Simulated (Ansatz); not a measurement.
Orderings of TiAl₃ on the fcc lattice

The calculation used DFT PBE, scalar-relativistic, plane waves, PAW in Ansatz 0.2.0. All cells share a 420 eV cutoff and Γ-centred k meshes spaced at most about 0.3 Å⁻¹ (about 0.25 or finer for metals, 2π included). No spin polarisation.

These are static total energies at zero pressure. Each row is a relaxed arrangement of Ti and Al on shared sites of the fcc type. The column n gives the unlike atoms among the 12 nearest shared sites, averaged over those sites; energies count from the lowest row.

| row | space group | source | atoms | n (of 12) | V (Å³/atom) | gap on mesh (eV) | ΔE (meV/atom) |
| --- | --- | --- | --- | --- | --- | --- | --- |
| 1 | Pm-3m (No. 221) | Materials Project | 4 | 6.00 | 15.76 | 0 | 33.4 |
| 2 | I4/mmm (No. 139) | invented | 8 | 6.00 | 15.83 | 0 | 0.0 |
| 3 | I4/mmm (No. 139) | Materials Project | 4 | 6.00 | 15.94 | 0 | ? |

The cell of row 3:

```
CELL_PARAMETERS angstrom
-1.92273 1.92273 4.31118
1.92273 -1.92273 4.31118
1.92273 1.92273 -4.31118
ATOMIC_POSITIONS crystal
Ti 0.00000 0.00000 0.00000
Al 0.50000 0.50000 0.00000
Al 0.75000 0.25000 0.50000
Al 0.25000 0.75000 0.50000
```

Q: Estimate the missing energy, and say where the row ranks.

A: 5.4 meV/atom, level, within the noise, with row 2 and below row 1. The count n alone doesn't order these rows. Rows 1 and 2 share n and still differ by 33.4 meV/atom, so farther pairs, strain or a change of electronic state count too. Row 3: Ti is surrounded by 4 Al at 2.72 Å and 8 Al at 2.89 Å; Al on a site of symmetry 4/mmm is surrounded by 4 Ti at 2.72 Å and 8 Al at 2.89 Å; Al on a site of symmetry -4m2 is surrounded by 4 Al at 2.72 Å, 4 Al at 2.89 Å and 4 Ti at 2.89 Å.

For metals, differences of a few meV/atom aren't resolved. The best arrangement computed on the hcp type lies 85 meV/atom higher than the lowest row. Only small cells were tried. Some structure types and database cells were kept out of the candidates from the start, so a known form may be missing.
